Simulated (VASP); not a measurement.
# ZnCu2SnSe4 (I-4) in VASP: relaxation of cell and atoms with PBE

Aim: the relaxation of cell and atoms of ZnCu2SnSe4 with PBE.

Program: VASP 6.6.1. These are calculated values, not measurements. Logs are shortened: lines on timing, memory, paths and dates and some standing lists are left out, and cuts for length are marked.

### Step 1. The structure

Symmetry: I-4, No. 82, tetragonal system. Conventional cell: a = 5.771 Å, b = 5.771 Å, c = 11.480 Å, α = 90.00°, β = 90.00°, γ = 90.00°. Zn (site symmetry -4) has 4 Se at 2.49 Å as nearest neighbours. Cu (site symmetry -4) is surrounded by 4 Se at 2.44 Å. Cu (site symmetry -4) is surrounded by 4 Se at 2.44 Å. Sn (site symmetry -4) is surrounded by 4 Se at 2.62 Å. Se (site symmetry 1) is surrounded by 2 Cu at 2.44 Å and 1 Zn at 2.49 Å and 1 Sn at 2.62 Å.

The cell comes from a database or a generator and needn't be the stable form of this composition.

### Step 2. Relaxation of cell and atoms, PBE

INCAR reads:

```
SYSTEM = ZnCu2SnSe4
PREC = Accurate
ENCUT = 600
EDIFF = 1E-7
ISMEAR = 0
SIGMA = 0.02
LREAL = .False.
LASPH = .True.
NELM = 80
ALGO = Normal
ISIF = 3
LWAVE = .False.
LCHARG = .False.
GGA = PE
IBRION = 2
NSW = 80
EDIFFG = -0.004
```

KPOINTS reads:

```
Automatic mesh
0
Gamma
  8 8 8
  0 0 0
```

POSCAR reads:

```
ZnCu2SnSe4
1.0
   -2.8856370000      2.8856370000      5.7398310000
    2.8856370000     -2.8856370000      5.7398310000
    2.8856370000      2.8856370000     -5.7398310000
Zn Cu Sn Se
1 2 1 4
Direct
    0.7500000000      0.2500000000      0.5000000000
    0.2500000000      0.7500000000      0.5000000000
    0.0000000000      0.0000000000      0.0000000000
    0.5000000000      0.5000000000      0.0000000000
    0.6297540000      0.6365340000      0.5262470000
    0.1102870000      0.1035070000      0.4737530000
    0.8964930000      0.3702460000      0.0067800000
    0.3634660000      0.8897130000      0.9932200000
```

Potentials or basis: VASP PAW PBE potentials, release 64 (Zn, Cu, Sn_d, Se).

Run with:

```console
> cat potpaw_PBE.64/Zn/POTCAR potpaw_PBE.64/Cu/POTCAR potpaw_PBE.64/Sn_d/POTCAR potpaw_PBE.64/Se/POTCAR > POTCAR
> mpirun -np 1 vasp_std > vasp.out
```

OUTCAR:

```text
SYSTEM = ZnCu2SnSe4
   PREC = Accurate
   ENCUT = 600
   EDIFF = 1E-7
   ISMEAR = 0
   LREAL = .False.
   LASPH = .True.
   NELM = 80
   ISIF = 3
   GGA = PE
   IBRION = 2
   NSW = 80
   EDIFFG = -0.004

 ion  position               nearest neighbor table
   1  0.750  0.250  0.500-   7 2.49   5 2.49   6 2.49   8 2.49
   2  0.250  0.750  0.500-   5 2.44   6 2.44   8 2.44   7 2.44
   3  0.000  0.000  0.000-   5 2.44   6 2.44   7 2.44   8 2.44
   4  0.500  0.500  0.000-   5 2.62   8 2.62   7 2.62   6 2.62
   5  0.630  0.637  0.526-   2 2.44   3 2.44   1 2.49   4 2.62
   6  0.110  0.104  0.474-   2 2.44   3 2.44   1 2.49   4 2.62
   7  0.896  0.370  0.007-   2 2.44   3 2.44   1 2.49   4 2.62
   8  0.363  0.890  0.993-   2 2.44   3 2.44   1 2.49   4 2.62

  LATTYP: Found a body centered tetragonal cell.
 ALAT       =     5.7712740000
 C/A-ratio  =     1.9891036191

  Lattice vectors:

 A1 = (  -2.8856370000,   2.8856370000,   5.7398310000)
 A2 = (   2.8856370000,  -2.8856370000,   5.7398310000)
 A3 = (   2.8856370000,   2.8856370000,  -5.7398310000)

Analysis of symmetry for initial positions (statically):
=====================================================================
 Subroutine PRICEL returns:
 Original cell was already a primitive cell.

 Routine SETGRP: Setting up the symmetry group for a
 body centered tetragonal supercell.

 Subroutine GETGRP returns: Found  4 space group operations
 (whereof  4 operations were pure point group operations)
 out of a pool of 16 trial point group operations.

The static configuration has the point symmetry S_4 .

Analysis of symmetry for dynamics (positions and initial velocities):
=====================================================================
 Subroutine PRICEL returns:
 Original cell was already a primitive cell.

 Routine SETGRP: Setting up the symmetry group for a
 body centered tetragonal supercell.

 Subroutine GETGRP returns: Found  4 space group operations
 (whereof  4 operations were pure point group operations)
 out of a pool of 16 trial point group operations.

The dynamic configuration has the point symmetry S_4 .

 Subroutine INISYM returns: Found  4 space group operations
 (whereof  4 operations are pure point group operations),
 and found     1 'primitive' translations

----------------------------------------------------------------------------------------

                                     Primitive cell

  volume of cell :     191.1800
[... 111 lines left out ...]
   PSTRESS=    0.0 pullay stress
   NELECT =      72.0000    total number of electrons
   NUPDOWN=      -1.0000    fix difference up-down
   EMIN   =  10.00;   EMAX   =-10.00  energy-range for DOS
   EFERMI =   0.00;   METHOD = LEGACY
   ISMEAR =     0;   SIGMA  =   0.02  broadening in eV -4-tet -1-fermi 0-gaus
   EFERMI_NEDOS =   21; number of points for ismear=-14 and -15
   IALGO  =     38    algorithm
   IMIX   =      4    mixing-type and parameters
     AMIX     =   0.40;   BMIX     =  1.00
     AMIX_MAG =   1.60;   BMIX_MAG =  1.00
  volume/ion in A,a.u.               =      23.90       161.27
  Fermi-wavevector in a.u.,A,eV,Ry     =   1.182238  2.234105 19.016675  1.397686
  Thomas-Fermi vector in A             =   2.318496
   LORBIT       =      0    0 simple, 1 ext, 2 COOP (PROOUT), +10 PAW based schemes
   GGA     = PE    functional components
   LHFCALC =     F    Hartree Fock is set to
   AEXX    =    0.0000 exact exchange contribution
   IVDW    =     0    specifies the selected vdW correction
   LEPSILON=     F    determine dielectric tensor
   LRPA    =     F    only Hartree local field effects (RPA)
 conjugate gradient relaxation of ions
 non-spin polarized calculation
 Gauss-broadening in eV      SIGMA  =   0.02
  energy-cutoff  :      600.00
  volume of cell :      191.18
 maximum number of plane-waves:      6427
   NGX = 29   NGY = 29   NGZ = 29

--------------------------------------- Ionic step        1  -------------------------------------------

 number of electron      71.9999996 magnetization

 Free energy of the ion-electron system (eV)
  ---------------------------------------------------
  ext. energy  EPLUGINS =         0.00000000
  ---------------------------------------------------
  free energy    TOTEN  =       -29.59007404 eV

  energy without entropy =      -29.59005919  energy(sigma->0) =      -29.59006661

------------------------ aborting loop because EDIFF is reached ----------------------------------------

  FORCE on cell =-STRESS in cart. coord.  units (eV):
  Direction    XX          YY          ZZ          XY          YZ          ZX
  --------------------------------------------------------------------------------------
  -------------------------------------------------------------------------------------
  Total        0.2794535      0.2794535      0.4225750     -0.0000001      0.0000000      0.0000000
  in kB        2.3419505      2.3419505      3.5413752     -0.0000011      0.0000000      0.0000000
  external PRESSURE =       2.7417588 kB  Pullay stress =       0.0000000 kB
[... 281 lines left out ...]
--------------------------------------- Ionic step        8  -------------------------------------------

 number of electron      72.0000001 magnetization

 Free energy of the ion-electron system (eV)
  ---------------------------------------------------
  ext. energy  EPLUGINS =         0.00000000
  ---------------------------------------------------
  free energy    TOTEN  =       -29.59316380 eV

  energy without entropy =      -29.59313117  energy(sigma->0) =      -29.59314748

 E-fermi :   3.5675     XC(G=0):  -9.2827

 val. band max:        3.5485746750   @ k =   0.0000   0.0000   0.0000
 cond. band min:       3.5804309248   @ k =   0.0000   0.0000   0.0000
 fundamental gap:      0.0318562499
 Fermi energy:         3.5675284216

 k-point     1 :       0.0000    0.0000    0.0000
  band No.  band energies     occupation
      1     -18.5949      2.00000
      2     -18.5918      2.00000
      3     -18.5918      2.00000
      4     -18.5469      2.00000
      5     -18.5434      2.00000
      6     -10.5246      2.00000
[... 1093 lines left out ...]
     42       7.9412      0.00000
     43       8.5187      0.00000

 [... further k-points ...]

------------------------ aborting loop because EDIFF is reached ----------------------------------------

  FORCE on cell =-STRESS in cart. coord.  units (eV):
  Direction    XX          YY          ZZ          XY          YZ          ZX
  --------------------------------------------------------------------------------------
  -------------------------------------------------------------------------------------
  Total       -0.0033414     -0.0033414      0.0140019     -0.0000001      0.0000000      0.0000000
  in kB       -0.0278833     -0.0278833      0.1168423     -0.0000011      0.0000000      0.0000000
  external PRESSURE =       0.0203585 kB  Pullay stress =       0.0000000 kB
[... 23 lines left out ...]
  FREE ENERGIE OF THE ION-ELECTRON SYSTEM (eV)
  ---------------------------------------------------
  free  energy   TOTEN  =       -29.5931638009 eV

  energy  without entropy=      -29.5931311684  energy(sigma->0) =      -29.59314748

 reached required accuracy - stopping structural energy minimisation
```

OSZICAR:

```text
N       E                     dE             d eps       ncg     rms          rms(c)
DAV:   1     0.726122311081E+03    0.72612E+03   -0.34524E+04  6740   0.220E+03
DAV:   2     0.946039276565E+02   -0.63152E+03   -0.61715E+03  6716   0.532E+02
DAV:   3    -0.222777277996E+02   -0.11688E+03   -0.11433E+03  8320   0.220E+02
[... 78 lines left out ...]
DAV:   3    -0.295931899561E+02    0.50728E-04   -0.24303E-04  9481   0.373E-01    0.388E-02
DAV:   4    -0.295931625617E+02    0.27394E-04   -0.11089E-04  8914   0.271E-01    0.550E-03
DAV:   5    -0.295931639096E+02   -0.13479E-05   -0.18951E-05  9354   0.653E-02    0.428E-03
DAV:   6    -0.295931637948E+02    0.11485E-06   -0.16839E-06  8490   0.313E-02    0.263E-03
DAV:   7    -0.295931638009E+02   -0.61427E-08   -0.41493E-07  5764   0.130E-02
   8 F= -.29593164E+02 E0= -.29593147E+02  d E =-.614266E-04
```

Run time: 84 min. Hardware: 1 thread of AMD EPYC 7R13 (Zen 3), shared host; peak memory 1 GiB.

What came out:

```yaml
Free_energy: -29.5932 eV
Relaxed_volume: 24.00 Å³/atom
Relaxed_cell: a = 7.064 Å, b = 7.064 Å, c = 7.064 Å, α = 131.79°, β = 131.79°, γ = 70.57°
Space_group_after_relaxing_to_0.05_Å: I-4 (No. 82)
Energy_gained_by_relaxing: 0.4 meV/atom
Ionic_steps: 8
Pressure_after_relaxing: 0.0 GPa
Band_gap_on_the_k_mesh: 0.03 eV, direct
```

Forces on the atoms (eV/Å):
```
Zn   0.000  0.000  0.000
Cu   0.000  0.000  0.000
Cu   0.000  0.000  0.000
Sn   0.000  0.000  0.000
Se  -0.002  0.001  0.000
Se   0.002 -0.001  0.000
Se  -0.001 -0.002  0.000
Se   0.001  0.002  0.000
```

The path:
```csv
step,energy change (eV),largest force (eV/Å),pressure (GPa),volume (Å³)
1,0.0000,0.0932,0.27,191.18
2,-0.0020,0.0526,-0.08,192.31
3,-0.0021,0.0468,-0.13,192.48
4,-0.0028,0.0212,-0.07,192.23
5,-0.0030,0.0053,-0.01,191.99
6,-0.0030,0.0062,0.00,191.98
7,-0.0031,0.0044,-0.01,191.98
8,-0.0031,0.0021,0.00,192.00
```

Final structure:
```yaml
crystal:
  lattice:
    - [-2.88517, 2.88517, 5.76630]
    - [2.88517, -2.88517, 5.76630]
    - [2.88517, 2.88517, -5.76630]
  atoms:
    - { symbol: Zn, position: [0.75000, 0.25000, 0.50000] }
    - { symbol: Cu, position: [0.25000, 0.75000, 0.50000] }
    - { symbol: Cu, position: [0.00000, 0.00000, 0.00000] }
    - { symbol: Sn, position: [0.50000, 0.50000, 0.00000] }
    - { symbol: Se, position: [0.62921, 0.63842, 0.52789] }
    - { symbol: Se, position: [0.11052, 0.10132, 0.47211] }
    - { symbol: Se, position: [0.89868, 0.37079, 0.00920] }
    - { symbol: Se, position: [0.36158, 0.88948, 0.99080] }
```

Levels at points of the mesh, in eV from the valence-band top:
| k point | band 34 | band 35 | band 36 | band 37 | band 38 | band 39 |
| --- | --- | --- | --- | --- | --- | --- |
| (0.00, 0.00, 0.00) | -0.28 | 0.00 | 0.00 | 0.03 | 1.79 | 2.26 |
| (0.50, 0.00, 0.00) | -1.11 | -1.02 | -0.52 | 1.26 | 2.76 | 2.89 |
| (0.50, 0.50, 0.00) | -0.71 | -0.50 | -0.35 | 0.15 | 1.78 | 2.61 |
| (0.50, 0.50, 0.50) | -1.07 | -0.84 | -0.84 | 0.86 | 1.84 | 1.84 |

Caveat: spin-orbit coupling is left out, which moves the levels of the heavy elements. A k mesh can miss the band edges.
